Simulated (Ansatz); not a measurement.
Write the native input for Ansatz 0.2.0 that does the following.

| Property | Result |
| --- | --- |
| Task | band structure |
| Functional | LDA |
| Potentials or basis | all-electron LAPW, scalar-relativistic |
| Cutoff | 257 eV (chosen from the basis error) |
| Basis error allowed | 0.002 eV/atom |
| k mesh | 11 × 11 × 11 |
| Occupations | fermi-dirac, width 0.05 eV |
| Spin | no spin polarisation |

The system is AlAu2.

```
Au Al
1.0
    -1.67151    1.67151    4.39908
     1.67151   -1.67151    4.39908
     1.67151    1.67151   -4.39908
Au Al
2 1
Direct
  0.34373 0.34373 0.00000
  0.65627 0.65627 0.00000
  0.00000 0.00000 0.00000
```

The cell comes from a database or a generator and needn't be the stable form of this composition.

The input as run:

input.yaml

```yaml
crystal:
  lattice:
    - [-1.671514475, 1.671514475, 4.39907524]
    - [1.671514475, -1.671514475, 4.39907524]
    - [1.671514475, 1.671514475, -4.39907524]
  atoms:
    - { symbol: Au, position: [0.3437272, 0.3437272, 0.0] }
    - { symbol: Au, position: [0.6562728, 0.6562728, 0.0] }
    - { symbol: Al, position: [0.0, 0.0, 0.0] }
kpoints:
  mp_grid: { grid: [11, 11, 11] }
  band_path:
    path:
      - [0.0, 0.0, 0.0]
      - [0.0, 0.0, 0.5]
      - [-0.0721884153, 0.0721884153, 0.5]
      - [-0.2860942076, 0.2860942076, 0.2860942076]
      - [0.0, 0.0, 0.0]
      - [0.5, 0.5, -0.5]
      - [0.2860942076, 0.7139057924, -0.2860942076]
      - [0.0, 0.5, 0.0]
    npoints: 12
scf:
  occupations: { method: fermi_dirac, width: 0.05 }
hamiltonian:
  xc: lda
  pseudopotentials: { kind: all_electron, lapw: { basis_error: 0.002 } }
output:
  forces: true
  stress: true
  eigenvalues: true
```

Potentials or basis: all-electron LAPW, scalar-relativistic.

The run is started by

```console
$ ansatz run input.yaml --threads 2 --pin off --max-ram 8192MiB --backend cpu --events-out ev --progress --plain --runs-dir out
```

It gave:

```
Pressure                : -6.0 GPa
Largest force           : 0.024 eV/Å
Band gap along the path : none (metal or under the smearing width)
```

Caveat: spin-orbit coupling is left out, which moves the levels of the heavy elements.

Wall time 51 s on 2 threads of Arm Neoverse V2, with other jobs on the host, peak memory 0.87 GiB.
